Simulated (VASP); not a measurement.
SnTe under changes of volume

One of the cells (44.596 Å³/atom); the others are scaled copies at fixed shape and fractional positions:

```
Te Sn
1.0
     0.00000    3.54622    3.54622
     3.54622    0.00000    3.54622
     3.54622    3.54622    0.00000
Te Sn
1 1
Cartesian
  1.7731 1.7731 1.7731
  0.0000 0.0000 0.0000
```

Measurements of this composition are mostly on another form, of space group No. 225.

| Item | Value |
| --- | --- |
| Program | VASP 6.6.1 |
| Functional | PBEsol |
| Potentials or basis | VASP PAW PBE potentials, release 64 (Te, Sn_d) |
| Cutoff | 520 eV |
| k mesh | 6 × 6 × 6 |
| Occupations | gaussian, width 0.02 eV |
| Spin | no spin polarisation |

| volume (Å³/atom) | energy over the lowest point (meV/atom) | pressure (GPa) |
| --- | --- | --- |
| 42.812 | 6.13 | 1.0 |
| 43.704 | 1.63 | 0.5 |
| 44.596 | 0.00 | 0.0 |
| 45.488 | 1.46 | -0.6 |
| 46.380 | ? | ? |

**Question.** What does the run at 46.380 Å³/atom give?

**Answer.** Energy over the lowest point 5.69 meV/atom; pressure -1.0 GPa.

Worked out: A Birch-Murnaghan fit of order 2 (a polynomial in V^(-2/3)) to the other rows has its minimum at 44.60 Å³/atom with B0 = V·E''(V) = 25 GPa. It gives 5.35 meV/atom at 46.380 Å³/atom, against the run's 5.69, and -dE/dV = -0.9 GPa, against -1.0.

Energies are extrapolated to zero smearing.

Caveats: the PAW data sets were made with another functional, which shifts forces and pressure a little.
